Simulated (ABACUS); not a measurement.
Crystal: NiO.

```
Ni O
1.0
     0.00000    2.08590    2.08590
     2.08590    0.00000    2.08590
     2.08590    2.08590    0.00000
Ni O
1 1
Direct
  0.00000 0.00000 0.00000
  0.50000 0.50000 0.50000
```

Base run:

- Program: ABACUS 3.10.1
- Functional: PBEsol
- Potentials or basis: PseudoDojo NC SR 0.4 PBEsol stringent
- Cutoff: 1429 eV
- Density cutoff: 5714 eV
- Basis: plane waves
- k mesh: 9 × 9 × 9
- Occupations: fermi-dirac, width 0.05 eV
- Spin: collinear spin, ferromagnetic start
- Starting moments: [1.0, 0.0] μB

Its results: band gap on the k mesh none (metal or under the smearing width); pressure -5.8 GPa; net moment 1.65 μB per cell.

Problem. The run is repeated on the same cell with these changes: functional from PBEsol to BP86; potentials or basis from PseudoDojo NC SR 0.4 PBEsol stringent to Ansatz NC PBE; cutoff from 1429 eV to 1401 eV; density cutoff from 5714 eV to 5606 eV. What comes out?

Solution. Band gap on the k mesh none (metal or under the smearing width); pressure 5.6 GPa; net moment 1.81 μB per cell.

Caveats: a cell with one magnetic atom can't hold antiferromagnetic order, which such compounds often take; semilocal functionals often make such compounds metallic where correlation or magnetic order opens a gap, which also shifts bond lengths; the potentials were made for another functional, which shifts forces and pressure (some runs).
